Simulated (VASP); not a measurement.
Runs of VASP 6.6.1 on GaP. Symmetry: F-43m, No. 216, cubic system. The conventional cell has a = 5.437 Å, b = 5.437 Å, c = 5.437 Å, α = 90.00°, β = 90.00°, γ = 90.00°. Ga (site symmetry -43m) is surrounded by 4 P at 2.35 Å. P (site symmetry -43m) has 4 Ga at 2.35 Å as nearest neighbours. 

```tsv
task	cell	gap on the mesh (eV)	pressure (GPa)
relaxation of cell and atoms	relaxed	1.50	0.0
relaxation of the atoms	atoms relaxed from: a relaxed cell with its volume scaled by 0.94	(b)	6.0
relaxation of the atoms	atoms relaxed from: a relaxed cell with its volume scaled by 1.06	1.34	-4.3
relaxation of the atoms	atoms relaxed from: a relaxed cell with its volume scaled by 0.96	1.41	3.8
relaxation of the atoms	atoms relaxed from: a relaxed cell with its volume scaled by 0.98	(a)	1.8
relaxation of the atoms	atoms relaxed	1.50	0.0
relaxation of the atoms	atoms relaxed from: a relaxed cell with its volume scaled by 1.02	1.54	-1.6
relaxation of the atoms	atoms relaxed from: a relaxed cell with its volume scaled by 1.04	1.49	-3.0
```

Alike in all rows: level PBEsol; potentials or basis VASP PAW PBE potentials, release 64 (Ga_d, P); no spin polarisation; k mesh 8 × 8 × 8; cutoff (eV) 600; smearing gaussian 0.03 eV.

Task: Fill in the values left out.

Result: (a) 1.46; (b) 1.36.

Caveats: the relaxation stopped at its first step, so nothing moved; the PAW data sets were made with another functional, which shifts forces and pressure a little.

A k mesh can miss the band edges, and the runs leave out spin-orbit coupling on Ga.
